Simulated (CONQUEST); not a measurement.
Crystal: Al.

```
CELL_PARAMETERS angstrom
2.86351 0.00000 0.00000
0.00000 2.86351 0.00000
0.00000 0.00000 4.04961
ATOMIC_POSITIONS crystal
Al 0.00000 0.00000 0.00000
Al 0.50000 0.50000 0.50000
```

Program: CONQUEST 1.3. Alike in all runs: task single point; level PBE; no spin polarisation; cell as given; smearing fermi-dirac 0.05 eV.

**Question.** Order these runs on this cell by their pressure, lowest first.
A. potentials or basis PseudoDojo NC PBE, SZP, grid cutoff 120 Ha; k mesh 11 × 11 × 8
B. potentials or basis PseudoDojo NC PBE, SZ, grid cutoff 120 Ha; k mesh 9 × 9 × 7
C. potentials or basis PseudoDojo NC PBE, DZP, grid cutoff 120 Ha; k mesh 9 × 9 × 7

**Answer.** C (0.2 GPa), A (6.7 GPa), B (14.7 GPa).

Caveats: the basis of atomic orbitals isn't converged, which shifts pressures, moduli and gaps; the real-space grid breaks the cell's symmetry a little; the atomic basis is small (some runs); the box holds several primitive cells, so bands are folded and the points are those of the box's own zone (some runs).
